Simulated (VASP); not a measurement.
# Ga (I4/mmm) in VASP: notebook

Runs on Ga. Level: PBE. Tasks: single point.

All numbers are computed with VASP 6.6.1; they aren't measurements. Logs are shortened: lines on timing, memory, paths and dates and some standing lists are left out, and cuts for length are marked.

### 1 The structure

The structure is tetragonal, space group I4/mmm (No. 139). The conventional cell has a = 2.769 Å, b = 2.769 Å, c = 4.622 Å, α = 90.00°, β = 90.00°, γ = 90.00°. Ga (site symmetry 4/mmm) is surrounded by 12 Ga at 2.77 to 3.03 Å.

This isn't the form of Ga at room conditions, which is orthorhombic.

### 2 Single point, PBE

The input, INCAR:

```
ADDGRID = False
ALGO = Normal
EDIFF = 1E-7
ENCUT = 550
GGA = PE
ISIF = 2
ISMEAR = 1
LASPH = True
LCHARG = False
LREAL = False
LWAVE = False
NELM = 100
PREC = Accurate
SIGMA = 0.15
```

The input, KPOINTS:

```
k-points
0
Gamma
  8 8 8
```

The input, POSCAR:

```
Ga
1.0
   -1.3843987196      1.3843987196      2.3112238365
    1.3843987196     -1.3843987196      2.3112238365
    1.3843987196      1.3843987196     -2.3112238365
Ga
1
Direct
    0.0000000000      0.0000000000      0.0000000000
```

Potentials or basis: VASP PAW PBE potentials, release 64 (Ga_d).

Command:

```bash
> cat potpaw_PBE.64/Ga_d/POTCAR > POTCAR
> mpirun -np 1 vasp_std > vasp.out
```

OUTCAR:

```text
EDIFF = 1E-7
   ENCUT = 550
   GGA = PE
   ISIF = 2
   ISMEAR = 1
   LASPH = True
   LREAL = False
   NELM = 100
   PREC = Accurate

 Found     59 irreducible k-points:

 Following reciprocal coordinates:
            Coordinates               Weight
  0.000000  0.000000  0.000000      1.000000
  0.125000  0.000000 -0.000000      8.000000
  0.250000  0.000000 -0.000000      8.000000
  0.375000  0.000000 -0.000000      8.000000
  0.500000  0.000000 -0.000000      4.000000
  0.125000  0.125000 -0.000000      8.000000
   k-points           NKPTS =     59   k-points in BZ     NKDIM =     59   number of bands    NBANDS=     10
   number of dos      NEDOS =    301   number of ions     NIONS =      1
   total plane-waves  NPLWV =  13824
   dimension x,y,z NGX =    24 NGY =   24 NGZ =   24
   dimension x,y,z NGXF=    48 NGYF=   48 NGZF=   48
   ions per type =               1
   NGX,Y,Z   is equivalent  to a cutoff of  13.17, 13.17, 13.17 a.u.
   NGXF,Y,Z  is equivalent  to a cutoff of  26.34, 26.34, 26.34 a.u.
 SYSTEM =  unknown system
   PREC   = accura    normal or accurate (medium, high low for compatibility)
   ISTART =      0    job   : 0-new  1-cont  2-samecut
   ICHARG =      2    charge: 1-file 2-atom 10-const
   ISPIN  =      1    spin polarized calculation?
   LNONCOLLINEAR =      F non collinear calculations
   LSORBIT =      F    spin-orbit coupling
   LASPH  =      T    aspherical Exc in radial PAW
   ENCUT  =  550.0 eV  40.42 Ry    6.36 a.u.   5.79  5.79  5.79*2*pi/ulx,y,z
   NELM   =    100;   NELMIN=  2; NELMDL= -5     # of ELM steps
   EDIFF  = 0.1E-06   stopping-criterion for ELM
   LREAL  =      F    real-space projection
   EDIFFG = 0.1E-05   stopping-criterion for IOM
   NSW    =      0    number of steps for IOM
   IBRION =     -1    ionic relax: 0-MD 1-quasi-New 2-CG
   NFREE  =      0    steps in history (QN), initial steepest desc. (CG)
   ISIF   =      2    stress and relaxation
   ISYM   =      2    0-nonsym 1-usesym 2-fastsym
   POTIM  = 0.5000    time-step for ionic-motion
   TEBEG  =    0.0;   TEEND  =   0.0 temperature during run
   PSTRESS=    0.0 pullay stress
   NELECT =      13.0000    total number of electrons
   NUPDOWN=      -1.0000    fix difference up-down
   EMIN   =  10.00;   EMAX   =-10.00  energy-range for DOS
   EFERMI =   0.00;   METHOD = LEGACY
   ISMEAR =     1;   SIGMA  =   0.15  broadening in eV -4-tet -1-fermi 0-gaus
   EFERMI_NEDOS =   21; number of points for ismear=-14 and -15
   IALGO  =     38    algorithm
   IMIX   =      4    mixing-type and parameters
     AMIX     =   0.40;   BMIX     =  1.00
     AMIX_MAG =   1.60;   BMIX_MAG =  1.00
  volume/ion in A,a.u.               =      17.72       119.57
  Fermi-wavevector in a.u.,A,eV,Ry     =   1.476549  2.790273 29.663375  2.180197
  Thomas-Fermi vector in A             =   2.591062
   LORBIT       =      0    0 simple, 1 ext, 2 COOP (PROOUT), +10 PAW based schemes
   GGA     = PE    functional components
   LHFCALC =     F    Hartree Fock is set to
   AEXX    =    0.0000 exact exchange contribution
   IVDW    =     0    specifies the selected vdW correction
   LEPSILON=     F    determine dielectric tensor
   LRPA    =     F    only Hartree local field effects (RPA)
 non-spin polarized calculation
 Methfessel and Paxton  Order N= 1 SIGMA  =   0.15
  energy-cutoff  :      550.00
  volume of cell :       17.72
 maximum number of plane-waves:       532
   NGX = 11   NGY = 11   NGZ = 11

 number of electron      12.9999997 magnetization

 Free energy of the ion-electron system (eV)
  ---------------------------------------------------
  ext. energy  EPLUGINS =         0.00000000
  ---------------------------------------------------
  free energy    TOTEN  =        -2.89839371 eV

  energy without entropy =       -2.89809617  energy(sigma->0) =       -2.89829453

 E-fermi :   6.3064     XC(G=0): -11.3327

 val. band max:        6.2718821317   @ k =  -0.2500   0.5000   0.2500
 cond. band min:       6.3175955790   @ k =  -0.3750   0.3750   0.3750
 fundamental gap:      0.0457134473
 Fermi energy:         6.3064211285

 k-point     1 :       0.0000    0.0000    0.0000
  band No.  band energies     occupation
      1      -8.9559      2.00000
      2      -8.7906      2.00000
      3      -8.7557      2.00000
      4      -8.7557      2.00000
      5      -8.5980      2.00000
      6      -5.3843      2.00000
      7      18.8527      0.00000
      8      19.1529      0.00000
      9      19.1529      0.00000
     10      22.5183      0.00000

 k-point     2 :       0.1250    0.0000   -0.0000
  band No.  band energies     occupation
      1      -8.9316      2.00000
      2      -8.7891      2.00000
      3      -8.7561      2.00000
      4      -8.7398      2.00000
      5      -8.6116      2.00000
      6      -4.9579      2.00000
      7      15.2727      0.00000
      8      17.6213      0.00000
      9      18.8468      0.00000
     10      20.9285      0.00000

 k-point     3 :       0.2500    0.0000   -0.0000
  band No.  band energies     occupation
      1      -8.9062      2.00000
      2      -8.8345      2.00000
      3      -8.7169      2.00000
      4      -8.6848      2.00000
      5      -8.6288      2.00000
      6      -3.6601      2.00000
      7      10.0834      0.00000
      8      15.7743      0.00000
      9      18.5175      0.00000
     10      19.3912      0.00000

 k-point     4 :       0.3750    0.0000   -0.0000
  band No.  band energies     occupation
      1      -8.9102      2.00000
      2      -8.8885      2.00000
      3      -8.7323      2.00000
      4      -8.6070      2.00000
      5      -8.5835      2.00000
      6      -1.4823      2.00000
      7       5.4694      2.00000
      8      14.5099      0.00000
      9      18.3735      0.00000
     10      18.5560      0.00000

 k-point     5 :       0.5000    0.0000   -0.0000
  band No.  band energies     occupation
      1      -8.9258      2.00000
      2      -8.9014      2.00000
      3      -8.7456      2.00000
      4      -8.5911      2.00000
      5      -8.5384      2.00000
      6       1.2430      2.00000
      7       1.9243      2.00000
      8      14.0686      0.00000
      9      18.0335      0.00000
     10      18.6931      0.00000

 k-point     6 :       0.1250    0.1250   -0.0000
  band No.  band energies     occupation
      1      -8.9083      2.00000
      2      -8.7963      2.00000
      3      -8.7535      2.00000
      4      -8.7165      2.00000
      5      -8.6212      2.00000
      6      -4.2997      2.00000
      7      14.1489      0.00000
      8      14.1977      0.00000
      9      16.9474      0.00000
     10      21.6428      0.00000

 [... further k-points ...]

------------------------ aborting loop because EDIFF is reached ----------------------------------------

  FORCE on cell =-STRESS in cart. coord.  units (eV):
  Direction    XX          YY          ZZ          XY          YZ          ZX
  --------------------------------------------------------------------------------------
  -------------------------------------------------------------------------------------
  Total        0.4049967      0.4049967      0.4609702      0.0000000     -0.0000000      0.0000000
  in kB       36.6216296     36.6216296     41.6830065      0.0000000     -0.0000000      0.0000000
  external PRESSURE =      38.3087552 kB  Pullay stress =       0.0000000 kB

 VOLUME and BASIS-vectors are now :
 -----------------------------------------------------------------------------
  energy-cutoff  :      550.00
  volume of cell :       17.72
      direct lattice vectors                 reciprocal lattice vectors
    -1.384398720  1.384398720  2.311223836     0.000000000  0.361167627  0.216335602
     1.384398720 -1.384398720  2.311223836     0.361167627  0.000000000  0.216335602
     1.384398720  1.384398720 -2.311223836     0.361167627  0.361167627  0.000000000

 POSITION                                       TOTAL-FORCE (eV/Angst)
 -----------------------------------------------------------------------------------
      0.00000      0.00000      0.00000         0.000000     -0.000000      0.000000
 -----------------------------------------------------------------------------------
    total drift:                                0.000000      0.000000      0.000000

  FREE ENERGIE OF THE ION-ELECTRON SYSTEM (eV)
  ---------------------------------------------------
  free  energy   TOTEN  =        -2.8983937078 eV

  energy  without entropy=       -2.8980961709  energy(sigma->0) =       -2.89829453
```

It took 3.7 s on 1 thread of Intel Xeon 6975P-C (Granite Rapids), shared host; peak memory 0.14 GiB.

The run converged, but some of its settings lie outside the range that counts as converged, so its numbers aren't taken as properties of the crystal.

What came out:

```yaml
Free_energy: -2.8984 eV
Pressure: 3.8 GPa
Band_gap_on_the_k_mesh: none (metal or under the smearing width)
```

Caveat: the k mesh is coarse (spacing up to 0.40 Å⁻¹), so the values aren't converged.

### 3 Single point, PBE

Edit INCAR of step 2 so:

```diff
@@ -3,3 +3,3 @@
 EDIFF = 1E-7
-ENCUT = 550
+ENCUT = 400
 GGA = PE
```

The input, KPOINTS:

```
k-points
0
Gamma
  10 10 10
```

POSCAR is that of step 2.

Potentials or basis: VASP PAW PBE potentials, release 64 (Ga_d).

Command:

```bash
> cat potpaw_PBE.64/Ga_d/POTCAR > POTCAR
> mpirun -np 1 vasp_std > vasp.out
```

OUTCAR:

```text
EDIFF = 1E-7
   ENCUT = 400
   GGA = PE
   ISIF = 2
   ISMEAR = 1
   LASPH = True
   LREAL = False
   NELM = 100
   PREC = Accurate

 Found    102 irreducible k-points:

 Following reciprocal coordinates:
            Coordinates               Weight
  0.000000  0.000000  0.000000      1.000000
  0.100000 -0.000000  0.000000      8.000000
  0.200000 -0.000000  0.000000      8.000000
  0.300000  0.000000  0.000000      8.000000
  0.400000 -0.000000  0.000000      8.000000
  0.500000  0.000000  0.000000      4.000000
   k-points           NKPTS =    102   k-points in BZ     NKDIM =    102   number of bands    NBANDS=     10
   number of dos      NEDOS =    301   number of ions     NIONS =      1
   total plane-waves  NPLWV =   8000
   dimension x,y,z NGX =    20 NGY =   20 NGZ =   20
   dimension x,y,z NGXF=    40 NGYF=   40 NGZF=   40
   ions per type =               1
   NGX,Y,Z   is equivalent  to a cutoff of  10.98, 10.98, 10.98 a.u.
   NGXF,Y,Z  is equivalent  to a cutoff of  21.95, 21.95, 21.95 a.u.
 SYSTEM =  unknown system
   PREC   = accura    normal or accurate (medium, high low for compatibility)
   ISTART =      0    job   : 0-new  1-cont  2-samecut
   ICHARG =      2    charge: 1-file 2-atom 10-const
   ISPIN  =      1    spin polarized calculation?
   LNONCOLLINEAR =      F non collinear calculations
   LSORBIT =      F    spin-orbit coupling
   LASPH  =      T    aspherical Exc in radial PAW
   ENCUT  =  400.0 eV  29.40 Ry    5.42 a.u.   4.94  4.94  4.94*2*pi/ulx,y,z
   NELM   =    100;   NELMIN=  2; NELMDL= -5     # of ELM steps
   EDIFF  = 0.1E-06   stopping-criterion for ELM
   LREAL  =      F    real-space projection
   EDIFFG = 0.1E-05   stopping-criterion for IOM
   NSW    =      0    number of steps for IOM
   IBRION =     -1    ionic relax: 0-MD 1-quasi-New 2-CG
   NFREE  =      0    steps in history (QN), initial steepest desc. (CG)
   ISIF   =      2    stress and relaxation
   ISYM   =      2    0-nonsym 1-usesym 2-fastsym
   POTIM  = 0.5000    time-step for ionic-motion
   TEBEG  =    0.0;   TEEND  =   0.0 temperature during run
   PSTRESS=    0.0 pullay stress
   NELECT =      13.0000    total number of electrons
   NUPDOWN=      -1.0000    fix difference up-down
   EMIN   =  10.00;   EMAX   =-10.00  energy-range for DOS
   EFERMI =   0.00;   METHOD = LEGACY
   ISMEAR =     1;   SIGMA  =   0.15  broadening in eV -4-tet -1-fermi 0-gaus
   EFERMI_NEDOS =   21; number of points for ismear=-14 and -15
   IALGO  =     38    algorithm
   IMIX   =      4    mixing-type and parameters
     AMIX     =   0.40;   BMIX     =  1.00
     AMIX_MAG =   1.60;   BMIX_MAG =  1.00
  volume/ion in A,a.u.               =      17.72       119.57
  Fermi-wavevector in a.u.,A,eV,Ry     =   1.476549  2.790273 29.663375  2.180197
  Thomas-Fermi vector in A             =   2.591062
   LORBIT       =      0    0 simple, 1 ext, 2 COOP (PROOUT), +10 PAW based schemes
   GGA     = PE    functional components
   LHFCALC =     F    Hartree Fock is set to
   AEXX    =    0.0000 exact exchange contribution
   IVDW    =     0    specifies the selected vdW correction
   LEPSILON=     F    determine dielectric tensor
   LRPA    =     F    only Hartree local field effects (RPA)
 non-spin polarized calculation
 Methfessel and Paxton  Order N= 1 SIGMA  =   0.15
  energy-cutoff  :      400.00
  volume of cell :       17.72
 maximum number of plane-waves:       344
   NGX =  9   NGY =  9   NGZ =  9

 number of electron      13.0000008 magnetization

 Free energy of the ion-electron system (eV)
  ---------------------------------------------------
  ext. energy  EPLUGINS =         0.00000000
  ---------------------------------------------------
  free energy    TOTEN  =        -2.86374170 eV

  energy without entropy =       -2.86352975  energy(sigma->0) =       -2.86367105

 E-fermi :   6.1081     XC(G=0): -11.3329

 val. band max:        6.1069583965   @ k =   0.5000   0.5000   0.2000
 cond. band min:       6.2313021071   @ k =   0.4000   0.3000   0.1000
 fundamental gap:      0.1243437106
 Fermi energy:         6.1081059884

 k-point     1 :       0.0000    0.0000    0.0000
  band No.  band energies     occupation
      1      -8.9499      2.00000
      2      -8.7928      2.00000
      3      -8.7562      2.00000
      4      -8.7562      2.00000
      5      -8.5920      2.00000
      6      -5.3850      2.00000
      7      18.8466      0.00000
      8      19.1547      0.00000
      9      19.1548      0.00000
     10      22.5216      0.00000
[... 53 lines left out ...]
 k-point     6 :       0.5000    0.0000    0.0000
  band No.  band energies     occupation
      1      -8.9245      2.00000
      2      -8.8999      2.00000
      3      -8.7414      2.00000
      4      -8.5897      2.00000
      5      -8.5373      2.00000
      6       1.2419      2.00000
      7       1.9245      2.00000
      8      14.0672      0.00000
      9      18.0336      0.00000
     10      18.6921      0.00000

 [... further k-points ...]

------------------------ aborting loop because EDIFF is reached ----------------------------------------

  FORCE on cell =-STRESS in cart. coord.  units (eV):
  Direction    XX          YY          ZZ          XY          YZ          ZX
  --------------------------------------------------------------------------------------
  -------------------------------------------------------------------------------------
  Total        0.5487475      0.5487475      0.0770048      0.0000000      0.0000000      0.0000000
  in kB       49.6202310     49.6202310      6.9631209      0.0000000      0.0000000      0.0000000
  external PRESSURE =      35.4011943 kB  Pullay stress =       0.0000000 kB

 VOLUME and BASIS-vectors are now :
 -----------------------------------------------------------------------------
  energy-cutoff  :      400.00
  volume of cell :       17.72
      direct lattice vectors                 reciprocal lattice vectors
    -1.384398720  1.384398720  2.311223836     0.000000000  0.361167627  0.216335602
     1.384398720 -1.384398720  2.311223836     0.361167627  0.000000000  0.216335602
     1.384398720  1.384398720 -2.311223836     0.361167627  0.361167627  0.000000000

 POSITION                                       TOTAL-FORCE (eV/Angst)
 -----------------------------------------------------------------------------------
      0.00000      0.00000      0.00000        -0.000000      0.000000     -0.000000
 -----------------------------------------------------------------------------------
    total drift:                                0.000000     -0.000000      0.000000

  FREE ENERGIE OF THE ION-ELECTRON SYSTEM (eV)
  ---------------------------------------------------
  free  energy   TOTEN  =        -2.8637416993 eV

  energy  without entropy=       -2.8635297490  energy(sigma->0) =       -2.86367105
```

OSZICAR:

```text
N       E                     dE             d eps       ncg     rms          rms(c)
DAV:   1     0.316854031861E+02    0.31685E+02   -0.63326E+03  2152   0.200E+03
DAV:   2    -0.185823034572E+01   -0.33544E+02   -0.32813E+02  2076   0.218E+02
DAV:   3    -0.288636422490E+01   -0.10281E+01   -0.10260E+01  2400   0.386E+01
DAV:   4    -0.289435923426E+01   -0.79950E-02   -0.79937E-02  2340   0.342E+00
DAV:   5    -0.289446914387E+01   -0.10991E-03   -0.10991E-03  2432   0.361E-01    0.923E-01
DAV:   6    -0.287006148512E+01    0.24408E-01   -0.48605E-02  2368   0.485E+00    0.468E-01
DAV:   7    -0.286437137284E+01    0.56901E-02   -0.92905E-03  2844   0.182E+00    0.126E-01
DAV:   8    -0.286373759419E+01    0.63378E-03   -0.78017E-04  2508   0.578E-01    0.936E-03
DAV:   9    -0.286374129035E+01   -0.36962E-05   -0.96532E-06  2658   0.501E-02    0.339E-03
DAV:  10    -0.286374175693E+01   -0.46658E-06   -0.27686E-07  2210   0.850E-03    0.327E-04
DAV:  11    -0.286374169933E+01    0.57599E-07   -0.85705E-09  1360   0.187E-03
   1 F= -.28637417E+01 E0= -.28636710E+01  d E =-.211950E-03
```

Wall time 4.8 s (1 thread of Intel Xeon 6975P-C (Granite Rapids), shared host); peak memory 0.13 GiB.

These settings aren't checked as converged: the numbers below hold their error.

What came out:

| Property | Result |
| --- | --- |
| Free energy | -2.8637 eV |
| Pressure | 3.5 GPa |
| Band gap on the k mesh | none (metal or under the smearing width) |
